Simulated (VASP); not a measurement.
# Al (Fm-3m) in VASP: a series of runs

One crystal, Al, is run at these levels: PBE+D3(BJ); tasks: relaxation of cell and atoms.

Everything below comes from runs of VASP 6.6.1. Logs are shortened: lines on timing, memory, paths and dates and some standing lists are left out, and cuts for length are marked.

**1. The crystal as given**

The structure is cubic, space group Fm-3m (No. 225). The conventional cell has a = 4.050 Å, b = 4.050 Å, c = 4.050 Å, α = 90.00°, β = 90.00°, γ = 90.00°. Al (site symmetry m-3m) is surrounded by 12 Al at 2.86 Å.

**2. Relaxation of cell and atoms, PBE+D3(BJ)**

File INCAR:

```
ALGO     = Fast           # electronic algorithm
EDIFF    = 1E-7           # SCF threshold, eV
EDIFFG   = -0.002         # ionic threshold
ENCUT    = 520            # plane-wave cutoff, eV
GGA      = PE             # functional
IBRION   = 2              # ionic algorithm
ISIF     = 3              # what is computed and relaxed
ISMEAR   = 0              # smearing method
IVDW     = 12             # dispersion correction
LASPH    = True           # aspherical terms in the spheres
LCHARG   = False          # write CHGCAR
LREAL    = False          # projectors in reciprocal space
LWAVE    = False          # write WAVECAR
NELM     = 80             # most SCF steps
NSW      = 80             # ionic steps
PREC     = Accurate       # precision mode
SIGMA    = 0.1            # smearing width, eV
```

File KPOINTS:

```
k-points
0
Gamma
  18 18 18
```

File POSCAR:

```
Al
1.0
    0.0000000000      2.0248050000      2.0248050000
    2.0248050000      0.0000000000      2.0248050000
    2.0248050000      2.0248050000      0.0000000000
Al
1
Direct
    0.0000000000      0.0000000000      0.0000000000
```

Potentials or basis: VASP PAW PBE potentials, release 64 (Al).

Started as:

```sh
$ cat potpaw_PBE.64/Al/POTCAR > POTCAR
$ mpirun -np 1 vasp_std > vasp.out
```

OUTCAR:

```text
EDIFF = 1E-7
   EDIFFG = -0.002
   ENCUT = 520
   GGA = PE
   IBRION = 2
   ISIF = 3
   ISMEAR = 0
   IVDW = 12
   LASPH = True
   LREAL = False
   NELM = 80
   NSW = 80
   PREC = Accurate
 IVDW          = 12

 ion  position               nearest neighbor table
   1  0.000  0.000  0.000-

  LATTYP: Found a face centered cubic cell.
 ALAT       =     4.0496100000

  Lattice vectors:

 A1 = (   0.0000000000,   2.0248050000,   2.0248050000)
 A2 = (   2.0248050000,   0.0000000000,   2.0248050000)
 A3 = (   2.0248050000,   2.0248050000,   0.0000000000)

Analysis of symmetry for initial positions (statically):
=====================================================================
 Subroutine PRICEL returns:
 Original cell was already a primitive cell.

 Routine SETGRP: Setting up the symmetry group for a
 face centered cubic supercell.

 Subroutine GETGRP returns: Found 48 space group operations
 (whereof 48 operations were pure point group operations)
 out of a pool of 48 trial point group operations.

The static configuration has the point symmetry O_h .

Analysis of symmetry for dynamics (positions and initial velocities):
=====================================================================
 Subroutine PRICEL returns:
 Original cell was already a primitive cell.

 Routine SETGRP: Setting up the symmetry group for a
 face centered cubic supercell.

 Subroutine GETGRP returns: Found 48 space group operations
 (whereof 48 operations were pure point group operations)
 out of a pool of 48 trial point group operations.

The dynamic configuration has the point symmetry O_h .

 Subroutine INISYM returns: Found 48 space group operations
 (whereof 48 operations are pure point group operations),
 and found     1 'primitive' translations

----------------------------------------------------------------------------------------

                                     Primitive cell

  volume of cell :      16.6027

  direct lattice vectors                    reciprocal lattice vectors
     0.000000000  2.024805000  2.024805000    -0.246937359  0.246937359  0.246937359
     2.024805000  0.000000000  2.024805000     0.246937359 -0.246937359  0.246937359
     2.024805000  2.024805000  0.000000000     0.246937359  0.246937359 -0.246937359

  length of vectors
     2.863506692  2.863506692  2.863506692     0.427708053  0.427708053  0.427708053

  position of ions in fractional coordinates (direct lattice)
     0.000000000  0.000000000  0.000000000

  ion indices of the primitive-cell ions
[... 63 lines left out ...]
   NGXF,Y,Z  is equivalent  to a cutoff of  27.87, 27.87, 27.87 a.u.
 SYSTEM =  unknown system
   PREC   = accura    normal or accurate (medium, high low for compatibility)
   ISTART =      0    job   : 0-new  1-cont  2-samecut
   ICHARG =      2    charge: 1-file 2-atom 10-const
   ISPIN  =      1    spin polarized calculation?
   LNONCOLLINEAR =      F non collinear calculations
   LSORBIT =      F    spin-orbit coupling
   LASPH  =      T    aspherical Exc in radial PAW
   ENCUT  =  520.0 eV  38.22 Ry    6.18 a.u.   5.32  5.32  5.32*2*pi/ulx,y,z
   NELM   =     80;   NELMIN=  2; NELMDL= -5     # of ELM steps
   EDIFF  = 0.1E-06   stopping-criterion for ELM
   LREAL  =      F    real-space projection
   EDIFFG = -.2E-02   stopping-criterion for IOM
   NSW    =     80    number of steps for IOM
   IBRION =      2    ionic relax: 0-MD 1-quasi-New 2-CG
   NFREE  =      1    steps in history (QN), initial steepest desc. (CG)
   ISIF   =      3    stress and relaxation
   ISYM   =      2    0-nonsym 1-usesym 2-fastsym
   POTIM  = 0.5000    time-step for ionic-motion
   TEBEG  =    0.0;   TEEND  =   0.0 temperature during run
   PSTRESS=    0.0 pullay stress
   NELECT =       3.0000    total number of electrons
   NUPDOWN=      -1.0000    fix difference up-down
   EMIN   =  10.00;   EMAX   =-10.00  energy-range for DOS
   EFERMI =   0.00;   METHOD = LEGACY
   ISMEAR =     0;   SIGMA  =   0.10  broadening in eV -4-tet -1-fermi 0-gaus
   EFERMI_NEDOS =   21; number of points for ismear=-14 and -15
   IALGO  =     68    algorithm
   IMIX   =      4    mixing-type and parameters
     AMIX     =   0.40;   BMIX     =  1.00
     AMIX_MAG =   1.60;   BMIX_MAG =  1.00
  volume/ion in A,a.u.               =      16.60       112.04
  Fermi-wavevector in a.u.,A,eV,Ry     =   0.925526  1.748991 11.654733  0.856599
  Thomas-Fermi vector in A             =   2.051390
   LORBIT       =      0    0 simple, 1 ext, 2 COOP (PROOUT), +10 PAW based schemes
   GGA     = PE    functional components
   LHFCALC =     F    Hartree Fock is set to
   AEXX    =    0.0000 exact exchange contribution
   IVDW    =    12    specifies the selected vdW correction
   LEPSILON=     F    determine dielectric tensor
   LRPA    =     F    only Hartree local field effects (RPA)
 conjugate gradient relaxation of ions
 non-spin polarized calculation
 RMM-DIIS sequential band-by-band and
 Gauss-broadening in eV      SIGMA  =   0.10
  energy-cutoff  :      520.00
  volume of cell :       16.60
 maximum number of plane-waves:       459
 NGX is ok and might be reduce to    24
   NGX = 11   NGY = 11   NGZ = 11

--------------------------------------- Ionic step        1  -------------------------------------------

 number of electron       3.0000000 magnetization

 Free energy of the ion-electron system (eV)
  ---------------------------------------------------
  ext. energy  EPLUGINS =         0.00000000
  ---------------------------------------------------
  free energy    TOTEN  =        -3.74436374 eV

  energy without entropy =       -3.74148545  energy(sigma->0) =       -3.74292460

------------------------ aborting loop because EDIFF is reached ----------------------------------------

 Edisp (eV)   -0.33416

 E8    (eV) :    -0.1494
[... 69 lines left out ...]
--------------------------------------- Ionic step        3  -------------------------------------------

 number of electron       3.0000000 magnetization

 Free energy of the ion-electron system (eV)
  ---------------------------------------------------
  ext. energy  EPLUGINS =         0.00000000
  ---------------------------------------------------
  free energy    TOTEN  =        -3.73657939 eV

  energy without entropy =       -3.73364302  energy(sigma->0) =       -3.73511120

 E-fermi :   8.4693     XC(G=0): -10.3591

 val. band max:        8.4683451282   @ k =  -0.4444   0.3333   0.1111
 cond. band min:       8.4941596833   @ k =  -0.2222   0.3889   0.1667
 fundamental gap:      0.0258145551
 Fermi energy:         8.4692557181

 k-point     1 :       0.0000    0.0000    0.0000
  band No.  band energies     occupation
      1      -2.9727      2.00000
      2      21.3437      0.00000
      3      21.3437      0.00000
      4      21.3437      0.00000
      5      23.1802      0.00000
[... 177 lines left out ...]
 k-point    24 :      -0.2222    0.0556    0.0000
  band No.  band energies     occupation
      1      -1.2830      2.00000
      2      12.4149      0.00000
      3      18.0406      0.00000
      4      20.9655      0.00000
      5      22.7636      0.00000

 [... further k-points ...]

------------------------ aborting loop because EDIFF is reached ----------------------------------------

 Edisp (eV)   -0.35231

 E8    (eV) :    -0.1577
[... 24 lines left out ...]
  FREE ENERGIE OF THE ION-ELECTRON SYSTEM (eV)
  ---------------------------------------------------
  free  energy   TOTEN  =        -4.0888917351 eV

  energy  without entropy=       -4.0859553653  energy(sigma->0) =       -4.08742355

 reached required accuracy - stopping structural energy minimisation
```

OSZICAR:

```text
N       E                     dE             d eps       ncg     rms          rms(c)
DAV:   1    -0.168338794549E+01   -0.16834E+01   -0.87954E+02  2045   0.327E+02
DAV:   2    -0.374426252738E+01   -0.20609E+01   -0.19419E+01  2515   0.306E+01
[... 21 lines left out ...]
       N       E                     dE             d eps       ncg     rms          rms(c)
DAV:   1    -0.373660094992E+01   -0.30093E-02   -0.25846E-03  2505   0.329E-01    0.452E-02
RMM:   2    -0.373658870993E+01    0.12240E-04   -0.12899E-05  1950   0.350E-02    0.202E-02
RMM:   3    -0.373657964438E+01    0.90656E-05   -0.36324E-06  1950   0.161E-02    0.526E-03
RMM:   4    -0.373657933916E+01    0.30522E-06   -0.11710E-06  1919   0.883E-03    0.803E-03
RMM:   5    -0.373657938558E+01   -0.46422E-07   -0.72374E-08  1229   0.299E-03
   3 F= -.40888917E+01 E0= -.40874236E+01  d E =-.103650E-01
```

CONTCAR:

```text
Al
   1.00000000000000
    -0.0000000000000000    1.9907763241993586    1.9907763241993586
     1.9907763241993586   -0.0000000000000000    1.9907763241993586
     1.9907763241993586    1.9907763241993586   -0.0000000000000000
  Al
     1
Direct
     0.0000000000000000    0.0000000000000000    0.0000000000000000

  0.00000000E+00  0.00000000E+00  0.00000000E+00
```

Wall time 17 s (1 thread of Intel Xeon Platinum 8488C (Sapphire Rapids), shared host); peak memory 0.15 GiB.

What came out:

```
Free energy                            : -4.0889 eV
Relaxed volume                         : 15.78 Å³/atom
Relaxed cell                           : a = 2.815 Å, b = 2.815 Å, c = 2.815 Å, α = 60.00°, β = 60.00°, γ = 60.00°
Space group after relaxing (to 0.05 Å) : Fm-3m (No. 225)
Energy gained by relaxing              : 10.4 meV/atom
Ionic steps                            : 3
Pressure after relaxing                : 0.0 GPa
Band gap on the k mesh                 : none (metal or under the smearing width)
Dispersion energy per atom             : -0.352 eV
```

Step by step:
```tsv
step	energy change (eV)	largest force (eV/Å)	pressure (GPa)	volume (Å³)
1	0.0000	0.0000	-3.85	16.60
2	-0.0101	0.0000	0.66	15.66
3	-0.0104	0.0000	0.01	15.78
```

Final structure:
```cif
data_structure
_symmetry_space_group_name_H-M 'P 1'
_symmetry_Int_Tables_number 1
_cell_length_a 2.8154
_cell_length_b 2.8154
_cell_length_c 2.8154
_cell_angle_alpha 60.000
_cell_angle_beta 60.000
_cell_angle_gamma 60.000
_cell_volume 15.78
loop_
_atom_site_label
_atom_site_type_symbol
_atom_site_fract_x
_atom_site_fract_y
_atom_site_fract_z
_atom_site_occupancy
Al1 Al 0.00000 0.00000 0.00000 1
```

Caveat: pairwise dispersion overbinds metals, which lowers pressure and volume.

**3. Relaxation of cell and atoms, PBE+D3(BJ)**

This run uses another cell than the first one, of 15.78 Å³/atom, 0.950 times its volume.

INCAR is that of step 2.

KPOINTS is that of step 2.

File POSCAR:

```
Al                                      
1.0
   -0.0000000000      1.9907763242      1.9907763242
    1.9907763242     -0.0000000000      1.9907763242
    1.9907763242      1.9907763242     -0.0000000000
  Al            
     1
Direct
     0.0000000000000000    0.0000000000000000    0.0000000000000000
```

Potentials or basis: VASP PAW PBE potentials, release 64 (Al).

Started as:

```sh
$ cat potpaw_PBE.64/Al/POTCAR > POTCAR
$ mpirun -np 1 vasp_std > vasp.out
```

Run time: 8.6 s. Hardware: 1 thread of Intel Xeon Platinum 8488C (Sapphire Rapids), shared host; peak memory 0.15 GiB.

It converged, with:

- Free energy: -4.0888 eV
- Pressure after relaxing: 0.0 GPa
- Band gap on the k mesh: none (metal or under the smearing width)
- Dispersion energy per atom: -0.352 eV

Final structure:
```yaml
crystal:
  lattice:
    - [0.00000, 1.99078, 1.99078]
    - [1.99078, 0.00000, 1.99078]
    - [1.99078, 1.99078, 0.00000]
  atoms:
    - { symbol: Al, position: [0.00000, 0.00000, 0.00000] }
```

Levels at points of the mesh, in eV from the Fermi level:
```csv
k point,band 1,band 2,band 3,band 4
"(0.00, 0.00, 0.00)",-11.44,12.87,12.87,12.87
"(0.50, 0.00, 0.00)",-4.77,-4.44,11.67,11.67
"(0.50, 0.50, 0.00)",-3.03,-1.61,5.27,5.81
```

Caveat: the relaxation stopped at its first step, so nothing moved; pairwise dispersion overbinds metals, which lowers pressure and volume.
